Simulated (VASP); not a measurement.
Runs of VASP 6.6.1 on In. Symmetry: I4/mmm, No. 139, tetragonal system. The conventional cell has a = 3.313 Å, b = 3.313 Å, c = 4.665 Å, α = 90.00°, β = 90.00°, γ = 90.00°. Around In (site symmetry 4/mmm) lie 12 In at 3.31 Å. 

```tsv
level	k mesh	cutoff (eV)	smearing	gap on the mesh (eV)	pressure (GPa)
PBEsol	18 × 18 × 18	520	gaussian 0.5 eV	none	0.0
PBEsol	18 × 18 × 18	700	gaussian 0.1 eV	none	0.0
PBEsol	18 × 18 × 18	900	gaussian 0.1 eV	none	0.0
PBEsol	26 × 26 × 26	520	gaussian 0.1 eV	none	(a)
r2SCAN	18 × 18 × 18	520	gaussian 0.1 eV	none	1.2
```

Alike in all rows: task single point; potentials or basis VASP PAW PBE potentials, release 64 (In_d); no spin polarisation; cell as given.

Fill in the values left out.

(a) -0.1.

Caveats: the PAW data sets were made with another functional, which shifts forces and pressure a little.

A k mesh can miss the band edges, and the runs leave out spin-orbit coupling on In.

A gap of «none» marks a metal or a gap under the smearing width.

Not every run made on this cell is shown here.
